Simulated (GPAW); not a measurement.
```xyz
2
Lattice="0.000 3.493 3.493 3.493 0.000 3.493 3.493 3.493 0.000" Properties=species:S:1:pos:R:3 pbc="T T T" subject="How the form of the self-energy moves the gap of BaTe (Fm-3m)" method="DFT, PBE, plane waves, PAW (and 3 further levels or steps)" program="GPAW 26.7.0" settings_of_one_run="cutoff 450 eV, GPAW PAW setups 1.2.1 data release, 4×4×4 k-mesh, nbands 401" cost="6 runs, 11 min in all on 4 MPI ranks of Arm Neoverse V1, shared host (the runs of this entry)" notes="The database entry behind the starting cell differs from later determinations by our own check (about 0.2 % short). The cell and positions come from the Crystallography Open Database and are kept as given unless a step says otherwise. Limits: no spin-orbit coupling. Bands and cutoff are finite, so the gap is not at the basis limit. The miss can reach some tenths of an eV and take either sign; the mesh is an error of its own. The program warns of a poor linear fit in the extrapolation of some level, so the extrapolated values are rough." g0w0_godby_needs_plasmon_pole="2.449 eV" one_shot_hse06="2.210 eV" g0w0_extrapolated_in_the_cutoff="2.574 eV" one_shot_hartree_fock="7.195 eV" g0w0_full_frequency_hilbert_transform="2.429 eV" known_limits="not at the basis limit; no spin-orbit coupling"
Ba    0.000    0.000    0.000
Te    3.493    3.493    3.493
```

[Paths, hosts, dates, memory and timing lines, banners, echoed tables and standing remarks are left out of the program output.]

[Logs are printed without paths, hosts, clocks, repeated set-up lines and the standing remarks that a program may print on its own settings, such as how far it seeks lower states.]

[Runs of the session that timed out or met a known fault of the program may be left out.]

[Hosts, paths, dates, database ids (printed as entryN), source tags and the programs' standing remarks are cut or masked in the printed files.]
